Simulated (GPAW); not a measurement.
Write an ASE script for GPAW 26.7.0 that does the following.

```yaml
Task: relaxation of cell and atoms
Functional: PBEsol
Dispersion: D3(BJ)+ATM
Potentials_or_basis: PAW data sets generated in the run's folder for this functional
Cutoff: 800 eV
Basis: pw
k_mesh: 11 × 11 × 11
Occupations: fermi-dirac, width 0.05 eV
Spin: no spin polarisation
Maxiter: 150
Optimizer: BFGS
Fmax: 0.02 eV/Å
Max_steps: 60
Convergence: density=1e-05 forces=0.0001
```

LiH:

```
Li H
1.0
     0.00000    2.03675    2.03675
     2.03675    0.00000    2.03675
     2.03675    2.03675    0.00000
Li H
1 1
Direct
  0.00000 0.00000 0.00000
  0.50000 0.50000 0.50000
```

The input as run:

run.py

```python
from ase import Atoms
from ase.calculators.mixing import SumCalculator
from ase.filters import FrechetCellFilter
from ase.io import write
from ase.optimize import BFGS
from dftd3.ase import DFTD3
from gpaw import GPAW, PW, setup_paths

setup_paths.insert(0, '.')

atoms = Atoms(['Li', 'H'],
              cell=[[0.0, 2.03675, 2.03675],
                    [2.03675, 0.0, 2.03675],
                    [2.03675, 2.03675, 0.0]],
              scaled_positions=[[0.0, 0.0, 0.0],
                                [0.5, 0.5, 0.5]],
              pbc=True)

calc = GPAW(mode=PW(800),
            xc='PBEsol',
            kpts={'size': (11, 11, 11), 'gamma': True},
            occupations={'name': 'fermi-dirac', 'width': 0.05},
            nbands=8,
            convergence={'density': 1e-05, 'forces': 0.0001},
            maxiter=150,
            txt='gpaw.txt')
atoms.calc = SumCalculator([calc, DFTD3(damping='d3bj', params_tweaks=dict(method='pbesol', atm=True))])
opt = BFGS(FrechetCellFilter(atoms), trajectory='relax.traj', logfile='-')
done = opt.run(fmax=0.02, steps=60)
calc.write('gs.gpw')
write('result.traj', atoms)
print('Converged:', done)
print('Cell:', atoms.cell.cellpar().round(4))
print('Volume:', round(atoms.get_volume(), 4))
print(atoms.get_scaled_positions().round(5))
```

Potentials or basis: PAW data sets generated in the run's folder for this functional, pw.

The run is started by

```bash
$ gpaw-setup -f PBEsol H Li
$ OMP_NUM_THREADS=1 python run.py
```

Results of the run:

The relaxed volume is 7.43 Å³/atom. The relaxed cell is a = 2.760 Å, b = 2.760 Å, c = 2.760 Å, α = 60.00°, β = 60.00°, γ = 60.00°, the space group after relaxing (to 0.05 Å) is Fm-3m (No. 225) and the energy gained by relaxing is 14.9 meV/atom. The ionic steps are 4, the pressure after relaxing is 0.0 GPa and the band gap on the k mesh is 2.89 eV, direct. The dispersion energy per atom is -0.134 eV.

Caveat: the data sets keep Ga 3d, Li 1s and Be 1s frozen, and some such compounds lay over 1.5 % in volume off other programs; later steps reuse the first step's grids; an odd mesh through Γ misses points on the zone boundary, where band edges often lie.

It took 29 s on 1 thread of Intel(R) Xeon(R) Platinum 8488C (Sapphire Rapids), on a shared host, peak memory 0.19 GiB.
